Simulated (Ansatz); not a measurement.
A 4-atom cell of PbS (P6_3mc) from a materials database, relaxed with r2SCAN+rVV10, was run in the PAW code Ansatz under altered settings. All numbers are computed, without spin polarisation but where a row says otherwise.

```yaml
crystal:
  lattice:
    - [2.04292, -3.53849, 0.00000]
    - [2.04292, 3.53849, 0.00000]
    - [0.00000, 0.00000, 7.46921]
  atoms:
    - { symbol: Pb, position: [0.00000, 0.00000, 0.48292] }
    - { symbol: Pb, position: [0.00000, 0.00000, 0.98292] }
    - { symbol: S, position: [0.66667, 0.33333, 0.69628] }
    - { symbol: S, position: [0.33333, 0.66667, 0.19628] }
```

The base run's other keys:
```yaml
kpoints:
  mp_grid: { grid: [6, 6, 2] }
hamiltonian:
  xc: hse06
scf:
  occupations: { method: fixed }
  n_extra_bands: 5
```

It takes 14 iterations with 2089 plane waves at 420 eV and 26 k points, and leaves a mean stress of +0.83 GPa. The gap over this mesh is 0.700 eV. It ran on 4 threads of Arm Neoverse V2, with other jobs on the host.

Outcomes, with energy and stress as changes against the base:
```csv
setting,outcome,ΔF (meV/atom),Δ mean stress (GPa),gap on the mesh (eV),iterations,wall time
scf.exx.ecutfock_ratio: 1,converged,+14.9,0.0,0.700,14,29 s
"PBE hybrid, exx coeff 0.05, omega 0.5 1/Å",converged,–,+1.0,0.418,11,27 s
"PBE hybrid, exx coeff 1.0, omega 0.2078 1/Å",converged,–,-2.7,1.951,25,45 s
scf.occupations: cold 0.05,converged,0.0,0.0,0.700,14,30 s
```
A dash marks a value that wasn't obtained or can't be compared. Stress is positive in compression. The base took 31 s. The base's mesh is coarse for a hybrid, so its own values aren't converged.

- scf.exx.ecutfock_ratio: 1. The free energy moves by +14.9 meV an atom, the mean stress by 0.0 GPa and the gap on the mesh by 0.000 eV (to 0.700). The result is sensitive to this setting.
- PBE hybrid, exx coeff 0.05, omega 0.5 1/Å. That is 5 % exact exchange, screened with ω = 0.5 1/Å, against HSE06's 25 % screened at 0.208 1/Å. The mean stress moves by +1.0 GPa and the gap on the mesh by -0.282 eV (to 0.418). Totals of different functionals aren't comparable.
- PBE hybrid, exx coeff 1.0, omega 0.2078 1/Å. That is 100 % exact exchange, screened with ω = 0.2078 1/Å, against HSE06's 25 % screened at 0.208 1/Å. The mean stress moves by -2.7 GPa and the gap on the mesh by +1.251 eV (to 1.951). Totals of different functionals aren't comparable.

Within 1 meV an atom, 0.1 GPa and 0.005 eV of the base stay: scf.occupations: cold 0.05.

Spin-orbit coupling is left out; in compounds of Pb, Bi, Tl or Hg it can lower a gap by up to about 1 eV, split its edges or invert the bands.

The stress of a hybrid is loosely converged in these runs.

The meshes of the hybrids are coarse, so their gaps aren't converged to the digits shown.
